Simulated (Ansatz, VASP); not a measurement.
**Be in VASP and in Ansatz**

INCAR

```
  ALGO = Normal
  EDIFF = 1E-8
  ENCUT = 520
  GGA = PS
  ISIF = 2
  ISMEAR = -1
  LASPH = T
  LCHARG = F
  LEFG = T
  LREAL = F
  LWAVE = F
  NBANDS = 7
  NELM = 80
  PREC = Accurate
  SIGMA = 0.03
```

KPOINTS

```
k-points
0
Gamma
  23 23 23
```

The input POSCAR:

```
Be
1.0
   -1.2907145798      1.2907145798      1.2531209513
    1.2907145798     -1.2907145798      1.2531209513
    1.2907145798      1.2907145798     -1.2531209513
Be
1
Direct
    0.0000000000      0.0000000000      0.0000000000
```

Input for Ansatz:

```yaml
crystal:
  lattice:
    - [-1.2907145798, 1.2907145798, 1.2531209513]
    - [1.2907145798, -1.2907145798, 1.2531209513]
    - [1.2907145798, 1.2907145798, -1.2531209513]
  atoms:
    - { symbol: Be, position: [0.0, 0.0, 0.0] }
kpoints:
  mp_grid: { grid: [23, 23, 23] }
scf:
  occupations: { method: fermi_dirac, width: 0.03 }
hamiltonian:
  xc: pbesol
  pseudopotentials: { kind: all_electron, datasets: crystal }
output:
  forces: true
  stress: true
  eigenvalues: true
  efg: { contact_densities: true }
```

Change from the starting cell: equal xx and yy strain of +3 %, crystal datasets.

Alike in both runs: task electric field gradients; functional PBEsol; k mesh 23 × 23 × 23; occupations fermi-dirac, width 0.03 eV; no spin polarisation.

|  | VASP | Ansatz |
| --- | --- | --- |
| version | VASP 6.6.1 | Ansatz 0.2.0 |
| potentials or method | VASP PAW PBE potentials, release 64 (Be) | all-electron PAW with datasets made for the crystal, scalar-relativistic |
| plane-wave cutoff (eV) | 520 | see its input |

VASP gave:

```
pressure (GPa)                                                 : -7.9
largest component of the traceless stress (GPa)                : 0.59
Vzz of the field gradient on the site that differs most (V/Å²) : -0.3
```

What did Ansatz give for the same quantities?

Pressure (GPa): -8.3; largest component of the traceless stress (GPa): 0.58; Vzz of the field gradient on the site that differs most (V/Å²): -0.3.

Ansatz ran all-electron here, so the differences hold the error of VASP's frozen core and of both bases.

Caveats: the PAW data sets were made with another functional, which shifts forces and pressure a little (VASP).
